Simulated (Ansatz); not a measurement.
Skutterudite CoSb3, treated with HSE06 (Ansatz, a first-principles code, plane waves, PAW).

Run with plane-wave cutoff 460 eV, 4×4×4 k mesh, Fermi–Dirac smearing 0.01 eV, no spin polarisation, scalar-relativistic PAW data made under PBE.

Cell (relaxed at this level):

```cif
data_Co4Sb12
_chemical_formula_sum 'Co4 Sb12'
_space_group_name_H-M_alt 'P 1'
_space_group_IT_number 1
_cell_length_a 7.79811
_cell_length_b 7.79811
_cell_length_c 7.79811
_cell_angle_alpha 109.471
_cell_angle_beta 109.471
_cell_angle_gamma 109.471
loop_
_space_group_symop_operation_xyz
  'x, y, z'
loop_
_atom_site_label
_atom_site_type_symbol
_atom_site_fract_x
_atom_site_fract_y
_atom_site_fract_z
_atom_site_occupancy
Co1 Co 0.00000 0.00000 0.50000 1
Co2 Co 0.50000 0.50000 0.50000 1
Co3 Co 0.50000 0.00000 0.00000 1
Co4 Co 0.00000 0.50000 0.00000 1
Sb1 Sb 0.84195 0.66490 0.50685 1
Sb2 Sb 0.50685 0.84195 0.66490 1
Sb3 Sb 0.17705 0.84195 0.33510 1
Sb4 Sb 0.49315 0.15805 0.33510 1
Sb5 Sb 0.82295 0.15805 0.66490 1
Sb6 Sb 0.66490 0.50685 0.84195 1
Sb7 Sb 0.66490 0.82295 0.15805 1
Sb8 Sb 0.15805 0.66490 0.82295 1
Sb9 Sb 0.33510 0.49315 0.15805 1
Sb10 Sb 0.33510 0.17705 0.84195 1
Sb11 Sb 0.15805 0.33510 0.49315 1
Sb12 Sb 0.84195 0.33510 0.17705 1
```

Estimate the band gap and smallest direct gap on the k points sampled that the calculation returns.


- band gap: 0.69 eV (on the SCF k mesh)
- smallest direct gap on the k points sampled: 0.79 eV

Measured, for comparison: band gap 0.63 eV (temperature not stated, no zero-point or thermal correction; as tabulated in Kim et al. (2020), doi:10.1038/s41597-020-00723-8).

Spin–orbit coupling is not included; with these elements it can move the gap by several tenths of an eV or more.

Computed values are for the static lattice.
